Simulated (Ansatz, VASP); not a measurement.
# One calculation of C, two programs

File INCAR:

```
SYSTEM = C
PREC = Accurate
ENCUT = 520
EDIFF = 1E-6
ISMEAR = 0
SIGMA = 0.05
LREAL = .False.
LASPH = .True.
NELM = 100
ALGO = Normal
ISIF = 2
LWAVE = .False.
LCHARG = .False.
GGA = PE
IVDW = 12
NBANDS = 11
```

KPOINTS

```
Automatic mesh
0
Gamma
  14 14 14
  0 0 0
```

Contents of POSCAR:

```
C
1.0
    0.0000000000      2.0015836334      3.7807063496
    1.1555922435      0.0000000000      3.7807063496
    1.1555922435      2.0015836334      0.0000000000
C
2
Direct
    0.1666700000      0.8333300000      0.1666700000
    0.8333300000      0.1666700000      0.8333300000
```

Input for Ansatz:

```yaml
crystal:
  lattice:
    - [0.0, 2.0015836334, 3.7807063496]
    - [1.1555922435, 0.0, 3.7807063496]
    - [1.1555922435, 2.0015836334, 0.0]
  atoms:
    - { symbol: C, position: [0.16667, 0.83333, 0.16667] }
    - { symbol: C, position: [0.83333, 0.16667, 0.83333] }
basis:
  ecutwfc: 420
kpoints:
  mp_grid: { grid: [14, 14, 14] }
hamiltonian:
  xc: pbe
  dispersion: d3bj
scf:
  occupations: { method: gaussian, width: 0.05 }
output:
  forces: true
  stress: true
  eigenvalues: true
```

Alike in both runs: task single point; functional PBE; dispersion D3(BJ); k mesh 14 × 14 × 14; occupations gaussian, width 0.05 eV; no spin polarisation.

```csv
,VASP,Ansatz
version,VASP 6.6.1,Ansatz 0.2.0
potentials or method,"VASP PAW PBE potentials, release 64 (C)","scalar-relativistic, plane waves, PAW"
plane-wave cutoff (eV),520,420
valence electrons in the cell,8,8
```

|  | VASP | Ansatz | Ansatz less VASP |
| --- | --- | --- | --- |
| gap on the k mesh at the Fermi level (eV) | 1.03 | 1.03 | +0.002 |
| least direct gap on the mesh (eV) | 1.13 | 1.13 | +0.002 |

 A k mesh can miss the band edges.
